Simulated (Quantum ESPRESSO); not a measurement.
**TiB2 under changes of volume**

One of the cells (8.552 Å³/atom); the others are scaled copies at fixed shape and fractional positions:

```xyz
3
Lattice="3.0292 0.0000 0.0000 -1.5146 2.6234 0.0000 0.0000 0.0000 3.2284" Properties=species:S:1:pos:R:3 pbc="T T T"
Ti    0.0000    0.0000    0.0000
B     1.5146    0.8745    1.6142
B     0.0000    1.7489    1.6142
```

* Program: Quantum ESPRESSO 7.5
* Functional: LDA
* Potentials or basis: GBRV 1.5 LDA
* Cutoff: 612 eV
* Density cutoff: 4898 eV
* k mesh: 10 × 10 × 8
* Occupations: fermi-dirac, width 0.05 eV
* Spin: no spin polarisation

```csv
volume (Å³/atom),energy over the lowest point (meV/atom),pressure (GPa)
8.039,?,?
8.210,0.00,0.0
8.381,2.96,-5.5
8.552,11.53,-10.5
8.723,25.21,-15.1
8.894,43.50,-19.2
9.065,65.93,-22.9
```

Q: What does the run at 8.039 Å³/atom give?

A: Energy over the lowest point 3.26 meV/atom; pressure 6.1 GPa.

Worked out: A Birch-Murnaghan fit of order 3 (a polynomial in V^(-2/3)) to the other rows has its minimum at 8.21 Å³/atom with B0 = V·E''(V) = 280 GPa and B' = 3.9 at fixed shape and positions, which overstates the stiffness. It gives 3.29 meV/atom at 8.039 Å³/atom, against the run's 3.26, and -dE/dV = 6.2 GPa, against 6.1.

Energies are extrapolated to zero smearing.
